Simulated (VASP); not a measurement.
Nb under changes of volume

One of the cells (17.491 Å³/atom); the others are scaled copies at fixed shape and fractional positions:

```
Nb
1.0
    -1.63525    1.63525    1.63525
     1.63525   -1.63525    1.63525
     1.63525    1.63525   -1.63525
Nb
1
Direct
  0.00000 0.00000 0.00000
```

```yaml
Program: VASP 6.6.1
Functional: PBEsol
Potentials_or_basis: VASP PAW PBE potentials, release 64 (Nb_sv)
Cutoff: 520 eV
k_mesh: 10 × 10 × 10
Occupations: fermi-dirac, width 0.05 eV
Spin: no spin polarisation
```

| volume (Å³/atom) | energy over the lowest point (meV/atom) | pressure (GPa) |
| --- | --- | --- |
| 16.791 | 16.25 | 7.4 |
| 17.141 | 4.17 | 3.5 |
| 17.491 | 0.00 | -0.1 |
| 17.841 | 3.34 | -3.4 |
| 18.191 | ? | ? |

Task: What does the run at 18.191 Å³/atom give?

Result: Energy over the lowest point 13.76 meV/atom; pressure -6.4 GPa.

Worked out: A Birch-Murnaghan fit of order 2 (a polynomial in V^(-2/3)) to the other rows has its minimum at 17.50 Å³/atom with B0 = V·E''(V) = 167 GPa. It gives 13.21 meV/atom at 18.191 Å³/atom, against the run's 13.76, and -dE/dV = -5.9 GPa, against -6.4.

Energies are extrapolated to zero smearing.

Caveats: the PAW data sets were made with another functional, which shifts forces and pressure a little.
